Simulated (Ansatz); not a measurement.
# BN: moving N off its site

BN, F-43m, a = 3.626 Å (as given, not relaxed at this level: -0.4 GPa). The compound has several low-lying forms, and this is one of them. Ansatz: PBE, PAW, 420 eV, Γ-centred 6×6×6 mesh on 8 atoms, Gaussian smearing 0.05 eV; no spin polarisation.

```
B N
1.0
     3.62600    0.00000    0.00000
     0.00000   -3.62600    0.00000
     0.00000    0.00000   -3.62600
B N
4 4
Direct
  0.00000 0.50000 0.50000
  0.50000 0.00000 0.50000
  0.50000 0.50000 0.00000
  0.00000 0.00000 0.00000
  0.75000 0.75000 0.75000
  0.25000 0.25000 0.75000
  0.25000 0.75000 0.25000
  0.75000 0.25000 0.25000
```

Atom 5 (N) moves by x along the unit vector (0.000, 0.000, 1.000), with its periodic images; all else is held. y is the free energy of the cell over the start, F the force along the path summed over the moved atoms. Symmetry makes y even in x.

| x (Å) | y (meV) | F (eV/Å) |
| --- | --- | --- |
| -0.200 | 686.3 | 6.75 |
| -0.100 | ? | ? |
| 0.000 | 0.0 | 0.00 |
| 0.025 | 10.9 | -0.87 |
| 0.050 | 43.5 | -1.74 |
| 0.075 | 97.8 | -2.60 |
| 0.125 | 270.7 | -4.30 |
| 0.150 | 388.7 | -5.14 |
| 0.175 | 527.4 | -5.95 |

Q: Fit y = c2 x² + c4 x⁴ to the energies of the other rows, give the force constant, and predict energy and force of the missing row.

A: Least squares on the rows shown. y = 17429 x² − 6781.4 x⁴. The force constant is 2 c2 = 34.9 eV/Å² (for all images moving together, not for a lone atom). The force −dy/dx at the missing row is 3.46 eV/Å (computed 3.46). At x = -0.100 the fit asked for gives 173.6 meV. The run gave 173.6 meV, the same to the digits shown.